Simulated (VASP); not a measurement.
# NaH (P6_3/mmc) in VASP: electric field gradients with PBE

Aim: the electric field gradients of NaH with PBE.

All numbers are computed with VASP 6.6.1; they aren't measurements. Logs are shortened: lines on timing, memory, paths and dates and some standing lists are left out, and cuts for length are marked.

## Step 1: The structure

The structure is hexagonal, space group P6_3/mmc (No. 194). Conventional cell: a = 3.972 Å, b = 3.972 Å, c = 4.874 Å, α = 90.00°, β = 90.00°, γ = 120.00°. Na (site symmetry -6m2) has 5 H at 2.29 to 2.44 Å as nearest neighbours. H (site symmetry -6m2) has 5 Na at 2.29 to 2.44 Å as nearest neighbours.

The cell comes from a database or a generator and needn't be the stable form of this composition.

## Step 2: Electric field gradients, PBE

INCAR reads:

```
PREC = Accurate
ENCUT = 520
EDIFF = 1E-8
ISMEAR = -1
SIGMA = 0.03
LREAL = False
LASPH = True
NELM = 100
ALGO = Fast
ISIF = 2
LWAVE = False
LCHARG = False
GGA = PE
LEFG = True
NBANDS = 16
```

KPOINTS reads:

```
Automatic mesh
0
Gamma
  14 14 8
```

POSCAR reads:

```
NaH
1.0
    3.9718674898      0.0000000000      0.0000000000
   -1.9859337449      3.4397381467      0.0000000000
    0.0000000000      0.0000000000      4.8740502452
Na H
2 2
Direct
    0.3333333333      0.6666666667     -0.0619990152
    0.6666666667      0.3333333333      0.4380009848
    0.3333333333      0.6666666667      0.4379990152
    0.6666666667      0.3333333333      0.9379990152
```

Potentials or basis: VASP PAW PBE potentials, release 64 (Na_pv, H).

Launch:

```bash
cat potpaw_PBE.64/Na_pv/POTCAR potpaw_PBE.64/H/POTCAR > POTCAR
mpirun -np 1 vasp_std > vasp.out
```

OUTCAR:

```text
PREC = Accurate
   ENCUT = 520
   EDIFF = 1E-8
   ISMEAR = -1
   LREAL = False
   LASPH = True
   NELM = 100
   ISIF = 2
   GGA = PE

 ion  position               nearest neighbor table
   1  0.333  0.667  0.938-
   2  0.667  0.333  0.438-
   3  0.333  0.667  0.438-
   4  0.667  0.333  0.938-

  LATTYP: Found a hexagonal cell.
 ALAT       =     3.9718674898
 C/A-ratio  =     1.2271432161

  Lattice vectors:

 A1 = (   3.9718674898,   0.0000000000,   0.0000000000)
 A2 = (  -1.9859337449,   3.4397381467,   0.0000000000)
 A3 = (   0.0000000000,   0.0000000000,   4.8740502452)

Analysis of symmetry for initial positions (statically):
=====================================================================
 Subroutine PRICEL returns:
 Original cell was already a primitive cell.

 Routine SETGRP: Setting up the symmetry group for a
 hexagonal supercell.

 Subroutine GETGRP returns: Found 24 space group operations
 (whereof  6 operations were pure point group operations)
 out of a pool of 24 trial point group operations.

The static configuration has the point symmetry C_3v.
 The point group associated with its full space group is D_6h.

Analysis of symmetry for dynamics (positions and initial velocities):
=====================================================================
 Subroutine PRICEL returns:
 Original cell was already a primitive cell.

 Routine SETGRP: Setting up the symmetry group for a
 hexagonal supercell.

 Subroutine GETGRP returns: Found 24 space group operations
 (whereof  6 operations were pure point group operations)
 out of a pool of 24 trial point group operations.

The dynamic configuration has the point symmetry C_3v.
 The point group associated with its full space group is D_6h.

 Subroutine INISYM returns: Found 24 space group operations
 (whereof  6 operations are pure point group operations),
 and found     1 'primitive' translations

----------------------------------------------------------------------------------------

                                     Primitive cell

  volume of cell :      66.5902

  direct lattice vectors                    reciprocal lattice vectors
     3.971867490  0.000000000  0.000000000     0.251770736  0.145359902  0.000000000
    -1.985933745  3.439738147  0.000000000     0.000000000  0.290719804  0.000000000
     0.000000000  0.000000000  4.874050245     0.000000000  0.000000000  0.205168176

  length of vectors
     3.971867490  3.971867490  4.874050245     0.290719804  0.290719804  0.205168176

  position of ions in fractional coordinates (direct lattice)
     0.333333333  0.666666667  0.938000985
     0.666666667  0.333333333  0.438000985
     0.333333333  0.666666667  0.437999015
     0.666666667  0.333333333  0.937999015

  ion indices of the primitive-cell ions
   primitive index   ion index
                 1           1
                 2           2
                 3           3
                 4           4

----------------------------------------------------------------------------------------

 KPOINTS: Automatic mesh

Automatic generation of k-mesh.
 Grid dimensions read from file:
 generate k-points for:   14   14    8

 Generating k-lattice:

  Cartesian coordinates                     Fractional coordinates (reciprocal lattice)
     0.017983624  0.010382850  0.000000000     0.071428571  0.000000000  0.000000000
     0.000000000  0.020765700  0.000000000     0.000000000  0.071428571  0.000000000
     0.000000000  0.000000000  0.025646022     0.000000000  0.000000000  0.125000000

  Length of vectors
     0.020765700  0.020765700  0.025646022

  Shift w.r.t. Gamma in fractional coordinates (k-lattice)
     0.000000000  0.000000000  0.000000000

 Subroutine IBZKPT returns following result:
 ===========================================

 Found    120 irreducible k-points:

 Following reciprocal coordinates:
            Coordinates               Weight
  0.000000  0.000000  0.000000      1.000000
  0.071429  0.000000  0.000000      6.000000
  0.142857  0.000000  0.000000      6.000000
  0.214286  0.000000  0.000000      6.000000
  0.285714  0.000000  0.000000      6.000000
  0.357143  0.000000  0.000000      6.000000
[... 16 lines left out ...]
  0.285714  0.285714  0.000000      6.000000
  0.357143  0.285714  0.000000      6.000000
 [... further k-points ...]
   k-points           NKPTS =    120   k-points in BZ     NKDIM =    120   number of bands    NBANDS=     16
   number of dos      NEDOS =    301   number of ions     NIONS =      4
   total plane-waves  NPLWV =  32400
   dimension x,y,z NGX =    30 NGY =   30 NGZ =   36
   dimension x,y,z NGXF=    60 NGYF=   60 NGZF=   72
   ions per type =               2   2
   NGX,Y,Z   is equivalent  to a cutoff of  12.56, 12.56, 12.28 a.u.
   NGXF,Y,Z  is equivalent  to a cutoff of  25.11, 25.11, 24.56 a.u.
 SYSTEM =  unknown system
   PREC   = accura    normal or accurate (medium, high low for compatibility)
   ISTART =      0    job   : 0-new  1-cont  2-samecut
   ICHARG =      2    charge: 1-file 2-atom 10-const
   ISPIN  =      1    spin polarized calculation?
   LNONCOLLINEAR =      F non collinear calculations
   LSORBIT =      F    spin-orbit coupling
   LASPH  =      T    aspherical Exc in radial PAW
   ENCUT  =  520.0 eV  38.22 Ry    6.18 a.u.   7.39  7.39  9.06*2*pi/ulx,y,z
   NELM   =    100;   NELMIN=  2; NELMDL= -5     # of ELM steps
   EDIFF  = 0.1E-07   stopping-criterion for ELM
   LREAL  =      F    real-space projection
   EDIFFG = 0.1E-06   stopping-criterion for IOM
   NSW    =      0    number of steps for IOM
   IBRION =     -1    ionic relax: 0-MD 1-quasi-New 2-CG
   NFREE  =      0    steps in history (QN), initial steepest desc. (CG)
   ISIF   =      2    stress and relaxation
   ISYM   =      2    0-nonsym 1-usesym 2-fastsym
   POTIM  = 0.5000    time-step for ionic-motion
   TEBEG  =    0.0;   TEEND  =   0.0 temperature during run
   PSTRESS=    0.0 pullay stress
   NELECT =      16.0000    total number of electrons
   NUPDOWN=      -1.0000    fix difference up-down
   EMIN   =  10.00;   EMAX   =-10.00  energy-range for DOS
   EFERMI =   0.00;   METHOD = LEGACY
   ISMEAR =    -1;   SIGMA  =   0.03  broadening in eV -4-tet -1-fermi 0-gaus
   EFERMI_NEDOS =   21; number of points for ismear=-14 and -15
   IALGO  =     68    algorithm
   IMIX   =      4    mixing-type and parameters
     AMIX     =   0.40;   BMIX     =  1.00
     AMIX_MAG =   1.60;   BMIX_MAG =  1.00
  volume/ion in A,a.u.               =      16.65       112.34
  Fermi-wavevector in a.u.,A,eV,Ry     =   1.017759  1.923285 14.093358  1.035833
  Thomas-Fermi vector in A             =   2.151178
   LORBIT       =      0    0 simple, 1 ext, 2 COOP (PROOUT), +10 PAW based schemes
   GGA     = PE    functional components
   LHFCALC =     F    Hartree Fock is set to
   AEXX    =    0.0000 exact exchange contribution
   IVDW    =     0    specifies the selected vdW correction
   LEPSILON=     F    determine dielectric tensor
   LRPA    =     F    only Hartree local field effects (RPA)
 non-spin polarized calculation
 RMM-DIIS sequential band-by-band and
  energy-cutoff  :      520.00
  volume of cell :       66.59
 maximum number of plane-waves:      1816
 NGX is ok and might be reduce to    30
   NGX = 15   NGY = 15   NGZ = 19

 number of electron      16.0000021 magnetization

 Free energy of the ion-electron system (eV)
  ---------------------------------------------------
  ext. energy  EPLUGINS =         0.00000000
  ---------------------------------------------------
  free energy    TOTEN  =       -10.07480949 eV

  energy without entropy =      -10.07480949  energy(sigma->0) =      -10.07480949

 E-fermi :  -0.8052     XC(G=0):  -7.0457

 val. band max:       -1.4873627212   @ k =   0.1429   0.0714   0.0000
 cond. band min:       1.8907013775   @ k =   0.3571   0.2857   0.0000
 fundamental gap:      3.3780640987
 Fermi energy:        -0.8051646347

 k-point     1 :       0.0000    0.0000    0.0000
  band No.  band energies     occupation
      1     -23.8050      2.00000
      2     -23.7672      2.00000
      3     -23.7672      2.00000
      4     -23.7410      2.00000
      5     -23.7410      2.00000
      6     -23.7238      2.00000
[... 8 lines left out ...]
     15       9.1248      0.00000
     16      13.8961      0.00000

 k-point     2 :       0.0714    0.0000    0.0000
  band No.  band energies     occupation
      1     -23.8040      2.00000
      2     -23.7679      2.00000
      3     -23.7677      2.00000
      4     -23.7421      2.00000
      5     -23.7409      2.00000
      6     -23.7246      2.00000
[... 8 lines left out ...]
     15      10.2213      0.00000
     16      12.9141      0.00000

 k-point     3 :       0.1429    0.0000    0.0000
  band No.  band energies     occupation
      1     -23.8010      2.00000
      2     -23.7699      2.00000
      3     -23.7692      2.00000
      4     -23.7450      2.00000
      5     -23.7405      2.00000
      6     -23.7270      2.00000
[... 8 lines left out ...]
     15      11.4994      0.00000
     16      11.6012      0.00000

 k-point     4 :       0.2143    0.0000    0.0000
  band No.  band energies     occupation
      1     -23.7965      2.00000
      2     -23.7728      2.00000
      3     -23.7711      2.00000
      4     -23.7491      2.00000
      5     -23.7401      2.00000
      6     -23.7309      2.00000
[... 8 lines left out ...]
     15      11.4108      0.00000
     16      11.5769      0.00000
[... 324 lines left out ...]
 k-point    22 :       0.3571    0.2143    0.0000
  band No.  band energies     occupation
      1     -23.7854      2.00000
      2     -23.7723      2.00000
      3     -23.7709      2.00000
      4     -23.7634      2.00000
      5     -23.7539      2.00000
      6     -23.7417      2.00000
[... 8 lines left out ...]
     15       8.7371      0.00000
     16      11.4854      0.00000

 k-point    23 :       0.2857    0.2857    0.0000
  band No.  band energies     occupation
      1     -23.7858      2.00000
      2     -23.7713      2.00000
      3     -23.7698      2.00000
      4     -23.7640      2.00000
      5     -23.7549      2.00000
      6     -23.7422      2.00000
[... 8 lines left out ...]
     15       8.1295      0.00000
     16      12.4500      0.00000

 k-point    24 :       0.3571    0.2857    0.0000
  band No.  band energies     occupation
      1     -23.7866      2.00000
      2     -23.7696      2.00000
      3     -23.7660      2.00000
      4     -23.7656      2.00000
      5     -23.7590      2.00000
      6     -23.7425      2.00000
[... 8 lines left out ...]
     15       7.9342      0.00000
     16      12.6055      0.00000

 [... further k-points ...]

------------------------ aborting loop because EDIFF is reached ----------------------------------------

  FORCE on cell =-STRESS in cart. coord.  units (eV):
  Direction    XX          YY          ZZ          XY          YZ          ZX
  --------------------------------------------------------------------------------------
  -------------------------------------------------------------------------------------
  Total       -0.0076177     -0.0076177     -0.0150386      0.0000000      0.0000000      0.0000000
  in kB       -0.1832843     -0.1832843     -0.3618329      0.0000000      0.0000000      0.0000000
  external PRESSURE =      -0.2428005 kB  Pullay stress =       0.0000000 kB

 VOLUME and BASIS-vectors are now :
 -----------------------------------------------------------------------------
  energy-cutoff  :      520.00
  volume of cell :       66.59
      direct lattice vectors                 reciprocal lattice vectors
     3.971867490  0.000000000  0.000000000     0.251770736  0.145359902  0.000000000
    -1.985933745  3.439738147  0.000000000     0.000000000  0.290719804  0.000000000
     0.000000000  0.000000000  4.874050245     0.000000000  0.000000000  0.205168176

 POSITION                                       TOTAL-FORCE (eV/Angst)
 -----------------------------------------------------------------------------------
     -0.00000      2.29316      4.57186         0.000000      0.000000     -0.000000
      1.98593      1.14658      2.13484        -0.000000      0.000000     -0.000000
     -0.00000      2.29316      2.13483        -0.000000     -0.000000      0.000000
      1.98593      1.14658      4.57185        -0.000000      0.000000     -0.000000
 -----------------------------------------------------------------------------------
    total drift:                               -0.000000      0.000000      0.000769

  FREE ENERGIE OF THE ION-ELECTRON SYSTEM (eV)
  ---------------------------------------------------
  free  energy   TOTEN  =       -10.0748094938 eV

  energy  without entropy=      -10.0748094938  energy(sigma->0) =      -10.07480949

 Electric field gradients (V/A^2)
---------------------------------------------------------------------
 ion       V_xx      V_yy      V_zz      V_xy      V_xz      V_yz
---------------------------------------------------------------------
   1      -0.318    -0.317     0.635     0.001    -0.000     0.000
   2      -0.318    -0.317     0.635     0.001     0.000    -0.000
   3       0.121     0.122    -0.243     0.001     0.000    -0.000
   4       0.121     0.122    -0.243     0.001    -0.000     0.000
---------------------------------------------------------------------

 Electric field gradients after diagonalization (V/A^2)
 (convention: |V_zz| > |V_xx| > |V_yy|)
----------------------------------------------------------------------
 ion       V_xx      V_yy      V_zz     asymmetry (V_yy - V_xx)/ V_zz
----------------------------------------------------------------------
   1      -0.318    -0.317     0.635       0.003
   2      -0.318    -0.317     0.635       0.003
   3       0.122     0.120    -0.243       0.008
   4       0.122     0.120    -0.243       0.008
----------------------------------------------------------------------

           NMR quadrupolar parameters

 Cq : quadrupolar parameter    Cq=e*Q*V_zz/h
 eta: asymmetry parameters     (V_yy - V_xx)/ V_zz
 Q  : nuclear electric quadrupole moment in mb (millibarn)
----------------------------------------------------------------------
 ion       Cq(MHz)       eta       Q (mb)
----------------------------------------------------------------------
   1       0.002       0.003       1.000
   2       0.002       0.003       1.000
   3      -0.001       0.008       1.000
   4      -0.001       0.008       1.000
----------------------------------------------------------------------
```

It took 2 min on 1 thread of Intel Xeon Platinum 8488C (Sapphire Rapids), shared host; peak memory 0.23 GiB.

What came out:

| Property | Result |
| --- | --- |
| Free energy | -10.0748 eV |
| Pressure | 0.0 GPa |
| Band gap on the k mesh | 3.38 eV, indirect (least direct gap 4.08 eV) |

Electric field gradients, principal values (V/Å²):
```tsv
atom	Vxx	Vyy	Vzz
1 Na	-0.317	-0.318	0.635
2 Na	-0.317	-0.318	0.635
3 H	0.120	0.122	-0.243
4 H	0.120	0.122	-0.243
```
